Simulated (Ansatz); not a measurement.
input.yaml (Ansatz 0.2.0):

```yaml
crystal:
  lattice:
    - [0.0, 3.8112616062, 3.8112616062]
    - [3.8112616062, 0.0, 3.8112616062]
    - [3.8112616062, 3.8112616062, 0.0]
  atoms:
    - { symbol: Cs, position: [0.0, 0.0, 0.0] }
basis:
  ecutwfc: 420
  ecutrho_ratio: 4
kpoints:
  mp_grid: { grid: [4, 4, 4] }
hamiltonian:
  xc: pbe
scf:
  occupations: { method: gaussian, width: 0.05 }
output:
  forces: true
  stress: true
  eigenvalues: true
```

At room temperature and ambient pressure Cs is bcc.

**Question.** Predict the main results.

**Answer.** Pressure 0.1 GPa, gap on the mesh zero (metallic) (PBE, scalar-relativistic).

What the program printed, in part:

```
Pseudopotentials: kind: paw
Pseudopotential: Cs, paw, valence charge 9, recommended cutoff 420 eV (normal), Cs.paw.azcp
Crystal: 1 atoms, lattice volume = 110.723 Å³
Basis set: ecut = 420 eV, 2109 PW (Γ), exchange–correlation on 80×80×80 points (8 copies of the dense FFT grid, shifted against one another)
Bands: 9, of which v1, the nominal top of the filled ones, is band 5 counted from 1 (4 counted from 0)
Symmetry: 48 space group operations
Space group: Fm-3m (ITA 225), of the structure as read, at distance tolerance 4.8e-5 Å
k-points: 8 of 64
Initial density: superposition of atomic densities (neutral atoms: chi_scale 0, normalization atom), corrected by the library's trained network
Initial wavefunctions: pseudopotential atomic-orbital guess
Functional: x = pbe(κ = 0.804, μ = 0.21951), c = pbe(β = 0.06672)
```

SCF trace (energy estimate counted from the last row):
| iteration | ΔE (eV) | density residual (eV) |
| --- | --- | --- |
| 1 | 6.1e-04 | 6.16e-4 |
| 2 | 1.6e-04 | 1.98e-4 |
| 3 | -6.0e-06 | 1.15e-5 |
| 4 | 0.000 | 5.03e-7 |
| 5 | 0.000 | 8.13e-9 |
| 6 | 0.000 | 3.23e-10 |

```
SCF 1 converged in 6 iterations: F = -5670.731689 eV  dr2 = 3.23e-10
SCF converged after 6 iterations
Free energy (F): -5670.731689 eV
E sigma→0 (E₀):  -5670.730505 eV
Entropy (-TS):   -0.002368 eV (-2.368 meV/atom)
Fermi energy:    2.539825 eV
--- Forces (eV/Å), atoms counted from 1 ---
  atom   1  Cs     0.00000000     0.00000000     0.00000000
--- Stress (GPa, compression-positive) ---
        0.133380       0.000000       0.000000
        0.000000       0.133380       0.000000
        0.000000       0.000000       0.133380
  P = ⅓ Tr σ = 0.1334 GPa (1.334 kbar)
```

Absolute energies hang on the potentials; compare differences alone.

These numbers lack spin–orbit coupling. The k-mesh is coarse, so small energy differences aren't converged.
